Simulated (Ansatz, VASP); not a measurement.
**One calculation of SiC, two programs**

POSCAR

```
SiC
1.0
    3.0759982064      0.0000000000      0.0000000000
   -1.5379991032      2.6638925888      0.0000000000
    0.0000000000      0.0000000000      5.0480000000
Si C
2 2
Direct
    0.3333333333      0.6666666667      0.0148573693
    0.6666666667      0.3333333333      0.4851426307
    0.3333333333      0.6666666667      0.3815300739
    0.6666666667      0.3333333333      0.8884699261
```

INCAR.step1

```
SYSTEM = SiC
PREC     = Accurate       ! precision mode
ENCUT    = 520            ! plane-wave cutoff, eV
ISMEAR   = 0              ! smearing method
SIGMA    = 0.05           ! smearing width, eV
LREAL    = .FALSE.        ! projectors in reciprocal space
LASPH    = .TRUE.         ! aspherical terms in the spheres
NELM     = 80             ! most SCF steps
NBANDS   = 16             ! bands
GGA      = PE             ! functional
ALGO     = Normal         ! electronic algorithm
EDIFF    = 1E-4           ! SCF threshold, eV
LWAVE    = .TRUE.         ! write WAVECAR
LCHARG   = .FALSE.        ! write CHGCAR
```

INCAR.step2

```
SYSTEM = SiC
PREC     = Accurate       ! precision mode
ENCUT    = 520            ! plane-wave cutoff, eV
EDIFF    = 1E-6           ! SCF threshold, eV
ISMEAR   = 0              ! smearing method
SIGMA    = 0.05           ! smearing width, eV
LREAL    = .FALSE.        ! projectors in reciprocal space
LASPH    = .TRUE.         ! aspherical terms in the spheres
NELM     = 80             ! most SCF steps
ALGO     = Normal         ! electronic algorithm
ISIF     = 2              ! what is computed and relaxed
LWAVE    = .FALSE.        ! write WAVECAR
LCHARG   = .FALSE.        ! write CHGCAR
METAGGA  = R2SCAN         ! meta-GGA
LMIXTAU  = .TRUE.       
NBANDS   = 16             ! bands
ISTART   = 1
```

Contents of KPOINTS:

```
Automatic mesh
0
G
  12 12 6
  0 0 0
```

Input for Ansatz:

```yaml
crystal:
  lattice:
    - [3.0759982064, 0.0, 0.0]
    - [-1.5379991032, 2.6638925888, 0.0]
    - [0.0, 0.0, 5.048]
  atoms:
    - { symbol: Si, position: [0.3333333333, 0.6666666667, 0.0148573693] }
    - { symbol: Si, position: [0.6666666667, 0.3333333333, 0.4851426307] }
    - { symbol: C, position: [0.3333333333, 0.6666666667, 0.3815300739] }
    - { symbol: C, position: [0.6666666667, 0.3333333333, 0.8884699261] }
basis:
  ecutwfc: 500
kpoints:
  mp_grid: { grid: [12, 12, 6] }
hamiltonian:
  xc: r2scan
scf:
  occupations: { method: gaussian, width: 0.05 }
output:
  forces: true
  stress: true
  eigenvalues: true
```

Change from the starting cell: mode 6 (566.1 1/cm) frozen in, largest displacement +0.075 Å.

Alike in both runs: task single point; functional r2SCAN; k mesh 12 × 12 × 6; occupations gaussian, width 0.05 eV; no spin polarisation.

|  | VASP | Ansatz |
| --- | --- | --- |
| version | VASP 6.6.1 | Ansatz 0.2.0 |
| potentials or method | VASP PAW PBE potentials, release 64 (Si, C) | scalar-relativistic, plane waves, PAW |
| plane-wave cutoff (eV) | 520 | 500 |
| valence electrons in the cell | 16 | 16 |

```tsv
	VASP	Ansatz	Ansatz less VASP
gap on the k mesh at the Fermi level (eV)	2.71	2.70	-0.008
least direct gap on the mesh (eV)	4.36	4.35	-0.010
pressure (GPa)	1.1	1.3	+0.20
largest component of the traceless stress (GPa)	1.37	1.40	+0.035
rms of the force components (eV/Å)	1.060	1.063	+0.0030
```

Atom by atom the forces differ by 0.004 eV/Å (rms over components). The functional is the same, so the differences come from potentials, cutoffs and numerics.

Caveats: the PAW data sets were made with another functional, which shifts forces and pressure a little (VASP). A k mesh can miss the band edges.
